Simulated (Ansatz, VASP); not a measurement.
# InAs in two plane-wave programs, part 2 of 2

Aim: how closely do two programs agree when they are given the same cell, functional and k mesh? The cell is taken from a series of VASP runs on this material, whose earlier steps may have relaxed, scaled or displaced it; both programs get it as it stands.

VASP 6.6.1 and Ansatz 0.2.0.

So far: Set-up; Ansatz: zone-centre phonons, PBEsol with D3(BJ); VASP: zone-centre phonons, PBEsol with D3(BJ).

## Step 3: VASP: zone-centre phonons, PBEsol with D3(BJ) (continued)

Level of this step: PBEsol with D3(BJ); plane waves and PAW (In_d, As) (VASP).

Numbers of over 12 decimals in the logs are rounded to 6 here.

Parts of OUTCAR (step 3):

```text
ion  position               nearest neighbor table
   1  0.000  0.000  0.000-   2 2.61   2 2.61   2 2.61   2 2.61
   2  0.750  0.750  0.750-   1 2.61   1 2.61   1 2.61   1 2.61

  LATTYP: Found a face centered cubic cell.
 ALAT       =     6.0320150654

 Subroutine GETGRP returns: Found 24 space group operations
 (whereof 24 operations were pure point group operations)

The static configuration has the point symmetry T_d .

 Found     16 irreducible k-points:

   k-points           NKPTS =     16   k-points in BZ     NKDIM =     16   number of bands    NBANDS=     15

   dimension x,y,z NGX =    30 NGY =   30 NGZ =   30
   dimension x,y,z NGXF=    60 NGYF=   60 NGZF=   60

   ENCUT  =  450.0 eV  33.07 Ry    5.75 a.u.   7.38  7.38  7.38*2*pi/ulx,y,z

   NELECT =      18.0000    total number of electrons

 k-points in reciprocal lattice and weights: Automatic mesh
   0.00000000  0.00000000  0.00000000       0.005
   0.16666667  0.00000000  0.00000000       0.037
   0.33333333  0.00000000  0.00000000       0.037
   0.50000000  0.00000000  0.00000000       0.019
   0.16666667  0.16666667  0.00000000       0.028
   0.33333333  0.16666667  0.00000000       0.111
   0.50000000  0.16666667  0.00000000       0.111
  -0.33333333  0.16666667  0.00000000       0.111
  -0.16666667  0.16666667  0.00000000       0.056
[...]
-0.33333333  0.33333333  0.16666667       0.111
  -0.33333333  0.50000000  0.16666667       0.056

 Edisp (eV)   -0.63592

 average (electrostatic) potential at core
       1 -96.3673       2 -49.4160

 E-fermi :   4.4717

 k-point     1 :       0.0000    0.0000    0.0000
  band No.  band energies     occupation
    ...
      6      -7.4830      2.00000
      7       4.2084      2.00000
      8       4.4285      1.95842
      9       4.4578      1.48852
     10       4.4843      0.55305
     11       8.2875      0.00000
     12       8.3082      0.00000
     13       8.3312      0.00000
     14      11.8040      0.00000
     15      14.1370      0.00000

 k-point     2 :       0.1667    0.0000    0.0000
  band No.  band energies     occupation
    ...
      5      -9.7703      2.00000
      6      -7.1945      2.00000
      7       1.9257      2.00000
      8       4.1087      2.00000
      9       4.1495      2.00000
     10       5.6520      0.00000
     11       8.6997      0.00000
     12       8.7460      0.00000
     13       8.7839      0.00000
     14      12.8941      0.00000
    ...

 k-point     3 :       0.3333    0.0000    0.0000
  band No.  band energies     occupation
    ...
      5      -9.7661      2.00000
      6      -6.4769      2.00000
      7      -0.3291      2.00000
      8       3.6217      2.00000
      9       3.6679      2.00000
     10       5.4837      0.00000
     11       9.0793      0.00000
     12       9.1496      0.00000
     13      10.5303      0.00000
     14      12.4594      0.00000
    ...

 Edisp (eV)   -0.63592

  Total       0.00509     0.00241     0.00241     0.00000    -0.13742     0.00000
  in kB       0.14862     0.07050     0.07050     0.00000    -4.01253     0.00000
  external pressure =        0.10 kB  Pullay stress =        0.00 kB

  energy-cutoff  :      450.00
  volume of cell :       54.87
      direct lattice vectors                 reciprocal lattice vectors
     0.000000000  3.016007533  3.016007533    -0.165782079  0.165782079  0.165782079
     3.016007533  0.000000000  3.016007533     0.165782079 -0.165782079  0.165782079
     3.016007533  3.016007533  0.000000000     0.165782079  0.165782079 -0.165782079

 POSITION                                       TOTAL-FORCE (eV/Angst)
 -----------------------------------------------------------------------------------
      0.00000      0.00000      0.00000        -0.106607      0.000000      0.000000
      4.50901      4.52401      4.52401         0.106607     -0.000000     -0.000000
 -----------------------------------------------------------------------------------
    total drift:                               -0.000056      0.000000      0.000000

  FREE ENERGIE OF THE ION-ELECTRON SYSTEM (eV)
  ---------------------------------------------------
  free  energy   TOTEN  =        -9.0955901062 eV

  energy  without entropy=       -9.0954513936  energy(sigma->0) =       -9.09552075

 Eigenvectors and eigenvalues of the dynamical matrix
 ----------------------------------------------------

   1 f  =    6.190352 THz    38.895126 2PiTHz  206.487902 cm-1    25.601225 meV
             X         Y         Z           dx          dy          dz
      0.000000  0.000000  0.000000     0.000000    0.628625    0.000000
      4.524011  4.524011  4.524011     0.000000   -0.777708    0.000000

   2 f  =    6.190352 THz    38.895126 2PiTHz  206.487902 cm-1    25.601225 meV
             X         Y         Z           dx          dy          dz
      0.000000  0.000000  0.000000    -0.628625    0.000000    0.000000
      4.524011  4.524011  4.524011     0.777708    0.000000    0.000000

   3 f  =    6.190352 THz    38.895126 2PiTHz  206.487902 cm-1    25.601225 meV
             X         Y         Z           dx          dy          dz
      0.000000  0.000000  0.000000     0.000000    0.000000   -0.628625
      4.524011  4.524011  4.524011     0.000000    0.000000    0.777708

   4 f/i=    0.001945 THz     0.012218 2PiTHz    0.064862 cm-1     0.008042 meV
             X         Y         Z           dx          dy          dz
      0.000000  0.000000  0.000000     0.777708    0.000000    0.000000
      4.524011  4.524011  4.524011     0.628625    0.000000    0.000000

   5 f/i=    0.001945 THz     0.012218 2PiTHz    0.064862 cm-1     0.008042 meV
             X         Y         Z           dx          dy          dz
      0.000000  0.000000  0.000000     0.000000   -0.777708    0.000000
      4.524011  4.524011  4.524011     0.000000   -0.628625    0.000000

   6 f/i=    0.001945 THz     0.012218 2PiTHz    0.064862 cm-1     0.008042 meV
             X         Y         Z           dx          dy          dz
      0.000000  0.000000  0.000000     0.000000    0.000000    0.777708
      4.524011  4.524011  4.524011     0.000000    0.000000    0.628625

 ELASTIC MODULI CONTR FROM IONIC RELAXATION (kBar)
 Direction    XX          YY          ZZ          XY          YZ          ZX
 --------------------------------------------------------------------------------
 XX          -0.0000     -0.0000     -0.0000     -0.0000      0.0000     -0.0000
 YY          -0.0000     -0.0000     -0.0000     -0.0000     -0.0000     -0.0000
 ZZ          -0.0000     -0.0000     -0.0000      0.0000     -0.0000     -0.0000
 XY          -0.0000     -0.0000      0.0000   -344.4366      0.0000      0.0000
 YZ           0.0000     -0.0000     -0.0000      0.0000   -344.4366      0.0000
 ZX          -0.0000     -0.0000     -0.0000      0.0000      0.0000   -344.4366
 --------------------------------------------------------------------------------

 total charge
# of ion       s       p       d       tot
------------------------------------------
    1        0.847   0.747   9.891  11.485
    2        1.222   1.570   0.023   2.814
--------------------------------------------------
tot          2.069   2.316   9.913  14.298

[... 3 further parts left out ...]
```

CONTCAR:

```
InAs
   1.00000000000000
     0.0000000000000000    3.0160075327000002    3.0160075327000002
     3.0160075327000002    0.0000000000000000    3.0160075327000002
     3.0160075327000002    3.0160075327000002    0.0000000000000000
  In              As
     1     1
Direct
     0.0000000000000000    0.0000000000000000    0.0000000000000000
     0.7524867311897215    0.7475132688102787    0.7475132688102787
```

## Step 4: Side by side

Known differences besides the potentials themselves: the data sets hold 28 valence electrons in Ansatz (default PAW (the set named soft_2) files) and 18 in VASP; the cutoff is 420 eV in Ansatz and 450 eV in VASP; Ansatz makes its cores anew for this functional, VASP keeps those of its PBE data sets; VASP leaves aspherical gradient terms in its spheres out (LASPH is not set), Ansatz keeps them; Ansatz takes the dispersion share of the force constants at frozen C6 weights, VASP differentiates the full forces; VASP uses finite displacements, Ansatz perturbation theory. Total energies have different zeros and are not compared.

The two programs side by side:

```csv
quantity,Ansatz,VASP,difference
optical mode 1 to 3 (cm⁻¹),201.5,206.5,-2.41 %
```

Modes are paired by rising frequency and degeneracy, not by their patterns, so a pair may still set unlike modes beside each other.

## Step 5: Outcome

```
r.m.s. difference of the optical zone-centre modes, each program's sorted by frequency (zone-centre phonons, PBEsol with D3(BJ)) : 5.0 cm⁻¹
difference in optical mode 1 to 3 (zone-centre phonons, PBEsol with D3(BJ))                                                      : -2.4 %
```

In words: The r.m.s. difference of the optical zone-centre modes, each program's sorted by frequency is 5.0 cm⁻¹ (zone-centre phonons, PBEsol with D3(BJ)). Among the rows given in per cent, the largest difference of the zone-centre phonons, PBEsol with D3(BJ) pair is in optical mode 1 to 3, -2.4 %. How closely two codes agree says nothing of how well the functional describes the real material.

[Lines on the potential files, build, host, timing and source positions are cut from VASP's logs without a mark.]

[Logs are printed without paths, hosts, clocks, repeated set-up lines and the standing remarks that a program may print on its own settings, such as how far it seeks lower states.]

[Hosts, paths, dates, database ids (printed as entryN), source tags and the programs' standing remarks are cut or masked in the printed files.]
